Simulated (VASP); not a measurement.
The system is Sb.

```xyz
1
Lattice="-1.7250 1.7250 1.7250 1.7250 -1.7250 1.7250 1.7250 1.7250 -1.7250" Properties=species:S:1:pos:R:3 pbc="T T T"
Sb    0.0000    0.0000    0.0000
```

This isn't the form of Sb at room conditions, which is rhombohedral.

```yaml
Program: VASP 6.6.1
Task: relaxation of cell and atoms
Functional: PBE
Potentials_or_basis: VASP PAW PBE potentials, release 64 (Sb)
Cutoff: 600 eV
k_mesh: 10 × 10 × 10
Occupations: fermi-dirac, width 0.1 eV
Spin: no spin polarisation
```

At the start: pressure 32.6 GPa; volume 20.53 Å³/atom.

**Question.** How do energy, volume and symmetry change on relaxing?

**Answer.** Over 4 steps the energy falls by 540.4 meV/atom and the volume is 27.43 Å³/atom (+33.6 %); space group Im-3m (No. 229, to 0.05 Å).

Step by step:
| step | energy change (eV) | largest force (eV/Å) | pressure (GPa) | volume (Å³) |
| --- | --- | --- | --- | --- |
| 1 | 0.0000 | 0.0000 | 32.58 | 20.53 |
| 2 | -0.2596 | 0.0000 | -8.67 | 35.60 |
| 3 | -0.5403 | 0.0000 | -0.32 | 27.59 |
| 4 | -0.5404 | 0.0000 | 0.01 | 27.43 |

Final structure:
```
Sb
1.0
    -1.89988    1.89988    1.89988
     1.89988   -1.89988    1.89988
     1.89988    1.89988   -1.89988
Sb
1
Direct
  0.00000 0.00000 0.00000
```

Caveat: the volume moved by over 15 % at a fixed basis, so the end points are rough; the volume moved by +34 % from the deposited cell, more than functionals usually miss.
